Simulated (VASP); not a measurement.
Set up this calculation in VASP 6.6.1, as the native input.

```
Task                   : relaxation of cell and atoms
Functional             : PBE
Potentials or basis    : VASP PAW PBE potentials, release 64 (H, Mo_sv)
Cutoff                 : 520 eV
k mesh                 : 4 × 4 × 4
Occupations            : gaussian, width 0.15 eV
Spin                   : no spin polarisation
Further INCAR settings : PREC = Normal; ALGO = Fast; EDIFF = 0.0001; IBRION = 2; EDIFFG = -0.08; NSW = 24; ISIF = 3
```

The structure of MoH6 lies in POSCAR:

```
MoH6
1.0
    0.0000000000      3.2323545100      3.2323545100
    3.2323545100      0.0000000000      3.2323545100
    3.2323545100      3.2323545100      0.0000000000
H Mo
6 1
Direct
    0.5000000000      0.5000000000      0.0000000000
    0.5000000000      0.0000000000      0.5000000000
    0.0000000000      0.0000000000      0.5000000000
    0.0000000000      0.5000000000      0.0000000000
    0.0000000000      0.5000000000      0.5000000000
    0.5000000000      0.0000000000      0.0000000000
    0.0000000000      0.0000000000      0.0000000000
```

The cell was built by a generator and needn't be a form met in nature.

One way to write it, as run:

INCAR

```
SYSTEM = MoH6
ALGO     = Fast           ! electronic algorithm
EDIFF    = 1E-4           ! SCF threshold, eV
EDIFFG   = -0.08          ! ionic threshold
ENCUT    = 520            ! plane-wave cutoff, eV
GGA      = PE             ! functional
IBRION   = 2              ! ionic algorithm
ISIF     = 3              ! what is computed and relaxed
ISMEAR   = 0              ! smearing method
KPAR     = 2            
LASPH    = .True.         ! aspherical terms in the spheres
LCHARG   = .False.        ! write CHGCAR
LREAL    = .False.        ! projectors in reciprocal space
LWAVE    = .False.        ! write WAVECAR
NELM     = 60             ! most SCF steps
NSW      = 24             ! ionic steps
PREC     = Normal         ! precision mode
SIGMA    = 0.15           ! smearing width, eV
```

KPOINTS

```
k-points
0
Gamma
  4 4 4
  0 0 0
```

Potentials or basis: VASP PAW PBE potentials, release 64 (H, Mo_sv).

The run is started by

```bash
$ cat potpaw_PBE.64/H/POTCAR potpaw_PBE.64/Mo_sv/POTCAR > POTCAR
$ mpirun -np 2 vasp_std > vasp.out
```

It gave:

```yaml
Relaxed_volume: 5.58 Å³/atom
Relaxed_cell: a = 3.807 Å, b = 3.807 Å, c = 3.807 Å, α = 60.00°, β = 60.00°, γ = 60.00°
Space_group_after_relaxing_to_0.05_Å: Fm-3m (No. 225)
Energy_gained_by_relaxing: 536.2 meV/atom
Ionic_steps: 6
Pressure_after_relaxing: -1.0 GPa
Band_gap_on_the_k_mesh: none (metal or under the smearing width)
```

Caveat: the k mesh is coarse (spacing up to 0.42 Å⁻¹), so the values aren't converged; the volume moved by over 15 % at a fixed basis, so the end points are rough.

It took 37 s on 2 MPI ranks on Intel(R) Xeon(R) Platinum 8488C (Sapphire Rapids) (shared host), peak memory 0.15 GiB a rank.
